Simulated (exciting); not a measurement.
MgO:

```
Mg O
1.0
     2.93802    0.00000    0.00000
    -1.46901    2.54440    0.00000
     0.00000    0.00000    2.67968
Mg O
1 1
Cartesian
  0.0000 0.0000 0.0000
  0.0000 1.6963 1.3398
```

Measurements of this composition are mostly on another form, of space group No. 225.

Base run:

```yaml
Program: exciting (release sodium)
Functional: PBE
Potentials_or_basis: all-electron LAPW+lo, shipped species files, valence relativity iora*
rgkmax: 7.5
k_mesh: 10 × 10 × 10
Occupations: gaussian, width 0.1 eV
Spin: no spin polarisation
```

Its results: band gap on the k mesh 3.03 eV, indirect (least direct gap 3.42 eV).

Problem. The run is repeated on the same cell with these changes: functional from PBE to RPBE; occupations from gaussian, width 0.1 eV to gaussian, width 0.02 eV. What comes out?

Solution. Band gap on the k mesh 3.13 eV, indirect (least direct gap 3.52 eV).

A k mesh can miss the band edges.
